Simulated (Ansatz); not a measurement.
The reference is SrF$_{2}$ in the fluorite structure (space group Fm-3m, No. 225).

```xyz
3
Lattice="0.0000 2.9286 2.9286 2.9286 0.0000 2.9286 2.9286 2.9286 0.0000" Properties=species:S:1:pos:R:3 pbc="T T T"
Sr     0.0000     0.0000     0.0000
F      1.4643     1.4643     1.4643
F      4.3930     4.3930     4.3930
```

The values are results of PBE in Ansatz (plane waves to 420 eV, PAW, no SOC), not measurements.

One change was made to it. Results:

| quantity | base | after |
|---|---|---|
| valley order (the lowest conduction-band minima on the path, energy above the VBM, named in the base's zone) | Γ 6.78 eV; X along ⟨100⟩ 8.11 eV | Γ 7.45 eV; X along ⟨100⟩ 8.43 eV |
| lattice parameter a | 11.069 bohr | 10.642 bohr |
| smallest direct gap | 6.89 eV | 7.54 eV |

Q: Which of these changes matches the shifts?
A) pressure 5 GPa
B) pressure −2 GPa
C) pressure 10 GPa
D) pressure −1 GPa
E) pressure 0.7 GPa

A: C, pressure 10 GPa. For comparison, the valley order in the other runs: pressure −1 GPa gives Γ 6.70 eV; X along ⟨100⟩ 8.07 eV; pressure 5 GPa gives Γ 7.15 eV; X along ⟨100⟩ 8.29 eV; pressure 0.7 GPa gives Γ 6.84 eV; X along ⟨100⟩ 8.14 eV; pressure −2 GPa gives Γ 6.61 eV; X along ⟨100⟩ 8.02 eV.

Load acts through the strain it causes; cell and atoms are relaxed under it. No phonon test of stability was made. No other phases were tried under pressure.

Ansatz is a program for electronic structure.
